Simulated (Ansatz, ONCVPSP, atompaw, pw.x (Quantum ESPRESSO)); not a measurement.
# Which Si potential is closest to all-electron in the diamond crystal?

All use PBEsol, scalar-relativistic, no spin, cutoffs from each file’s atomic test, pw.x 7.5; 9³ k-points, Fermi–Dirac smearing 0.01 Ry. Δ is the rms difference from all-electron LAPW of the E(V) curves that follow from fits to the pressures, over ±6 % in volume. Mesh and smearing are coarse and serve the comparison alone. The files are a selection: those with a ghost or negative overlap were mostly not run, and those with noisy or unconverged pressures or nearly equal Δ are left out.

All-electron: a0 = 5.432 Å (V0 = 20.04 Å³/atom), B0 = 93.4 GPa.

(1) Rank them by Δ, smallest first.
A. PAW, atompaw 4.2.0.5, PBEsol; core [Ne], reference 3s2 3p2; waves: 3s (bound): rc 2.05 bohr; 3s channel at 0.05 Ry: rc 2.05 bohr; 3p (bound): rc 1.70 bohr; 3p channel at 0.2 Ry: rc 1.70 bohr; local part: ultrasoft scheme with l = 2 at 0 Ry, radius 1.95 bohr; core correction: smooth core density matched at 1.75 bohr; augmentation: sinc compensation charge, radius 1.70 bohr; PAW radius 2.05 bohr; waves and projectors: custom rrkj gramschmidtortho.
B. optimised norm-conserving Vanderbilt (ONCV), ONCVPSP 4.0.1.1 (patched build), PBEsol; core [Ne], reference 3s2 3p0.5; waves: 3s: rc 1.70 bohr, ncon 3, nbas 8, qcut 4.9 1/bohr, 1 projector; 3p: rc 1.50 bohr, ncon 4, nbas 7, qcut 5.2 1/bohr, 1 projector; d scattering state at 0.1 Ha: rc 1.70 bohr, ncon 3, nbas 6, qcut 6.4 1/bohr, 2 projectors, debl 3.8 Ha; local part: polynomial inside 1.10 bohr (lpopt 5, dvloc0 0 Ha); core correction: Teter function, fcfact 3.25, rcfact 1.
C. optimised norm-conserving Vanderbilt (ONCV), ONCVPSP 4.0.1.1 (patched build), PBEsol; core [Ne], reference 3s2 3p2; waves: 3s: rc 1.85 bohr, ncon 4, nbas 8, qcut 4.4 1/bohr, 2 projectors, debl 3.7 Ha; 3p: rc 2.10 bohr, ncon 4, nbas 7, qcut 3.2 1/bohr, 3 projectors, debl 3.5 Ha; d scattering state at 0.38 Ha: rc 1.80 bohr, ncon 5, nbas 9, qcut 5.7 1/bohr, 1 projector; local part: polynomial inside 1.70 bohr (lpopt 5, dvloc0 0 Ha); core correction: none.
D. optimised norm-conserving Vanderbilt (ONCV), ONCVPSP 4.0.1.1 (patched build), PBEsol; core [Ne], reference 3s2 3p2; waves: 3s: rc 1.55 bohr, ncon 3, nbas 7, qcut 3.7 1/bohr, 2 projectors, debl 3.4 Ha; 3p: rc 2.30 bohr, ncon 3, nbas 7, qcut 4.2 1/bohr, 2 projectors, debl 2 Ha; d scattering state at 0.15 Ha: rc 2.45 bohr, ncon 3, nbas 8, qcut 3.5 1/bohr, 2 projectors, debl 1.7 Ha; local part: polynomial inside 1.35 bohr (lpopt 5, dvloc0 2 Ha); core correction: polynomial model core, fcfact 0.35.

Answers

(1) C (0.5 meV/atom), A (1.2 meV/atom), D (2.7 meV/atom), B (3.5 meV/atom).
